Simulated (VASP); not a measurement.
CdS: band structure with PBE-EpsX

CdS:

```
Cd S
1.0
     4.26117    0.00000    0.00000
    -2.13058    3.69028    0.00000
     0.00000    0.00000    5.80417
Cd S
1 1
Direct
  0.00000 0.00000 0.44269
  0.66667 0.33333 0.43431
```

Measurements of this composition are mostly on another form, of space group No. 186.

```
Program                            : VASP 6.6.1
Task                               : band structure
Functional                         : PBE-EpsX
Potentials or basis                : VASP PAW PBE potentials, release 64 (Cd, S)
Cutoff                             : 520 eV
k mesh                             : 6 × 6 × 4
Occupations                        : gaussian, width 0.02 eV
Spin                               : no spin polarisation
Grid for exact exchange (PRECFOCK) : Fast
Exchange at q = 0                  : truncated
Share of exact exchange            : 0.2371
Further INCAR settings             : ALGO = Normal; EDIFF = 1e-06
```

```
Pressure                : -0.6 GPa
Largest force           : 0.017 eV/Å
Band gap on the k mesh  : 3.07 eV, direct
Band gap along the path : 3.07 eV, direct
```

Forces in eV/Å, atoms in the order of the input:
```
Cd   0.000  0.000 -0.017
S    0.000  0.000  0.017
```

Stress tensor (GPa, compression positive):
```
-0.96  0.00  0.00
 0.00 -0.96  0.00
 0.00  0.00  0.03
```

Levels at the corners of the path, in eV from the valence-band top:
```
point  band 5  band 6  band 7  band 8  band 9  band 10  band 11  band 12  band 13
    Γ   -8.31   -8.06   -1.27    0.00    0.00     3.07     7.03     8.70     8.70
    M   -8.32   -7.83   -3.85   -1.39   -0.32     5.37     6.79     8.32     8.90
    M   -8.32   -7.83   -3.85   -1.39   -0.32     5.37     6.79     8.32     8.90
    K   -8.34   -7.65   -3.64   -2.57   -0.19     6.83     7.14     8.96     8.99
    K   -8.34   -7.65   -3.64   -2.57   -0.19     6.83     7.14     8.96     8.99
    Γ   -8.31   -8.06   -1.27    0.00    0.00     3.07     7.03     8.70     8.71
    Γ   -8.31   -8.06   -1.27    0.00    0.00     3.07     7.03     8.70     8.73
    A   -8.31   -8.05   -1.49    0.00    0.00     3.43     6.53     8.76     8.76
    A   -8.31   -8.05   -1.49    0.00    0.00     3.43     6.53     8.76     8.76
    L   -8.32   -7.82   -3.82   -1.39   -0.44     5.57     5.77     9.22     9.88
    L   -8.32   -7.82   -3.82   -1.39   -0.44     5.57     5.77     9.22     9.88
    H   -8.34   -7.65   -3.61   -2.56   -0.29     5.95     7.45     8.28    10.07
    H   -8.34   -7.65   -3.61   -2.56   -0.29     5.95     7.45     8.28    10.07
    A   -8.31   -8.05   -1.49    0.00    0.00     3.43     6.53     8.76     8.76
    L   -8.32   -7.82   -3.82   -1.39   -0.44     5.57     5.77     9.22     9.88
    M   -8.32   -7.83   -3.85   -1.39   -0.32     5.37     6.79     8.32     8.90
    K   -8.34   -7.65   -3.64   -2.57   -0.19     6.83     7.14     8.96     8.99
    H   -8.34   -7.65   -3.61   -2.56   -0.29     5.95     7.45     8.28    10.07
```

It took 58 min on 1 thread of Intel(R) Xeon(R) Platinum 8375C CPU @ 2.90GHz (Ice Lake), on a shared host, peak memory 0.65 GiB.

Caveat: the PAW data sets were made with another functional, which shifts forces and pressure a little.
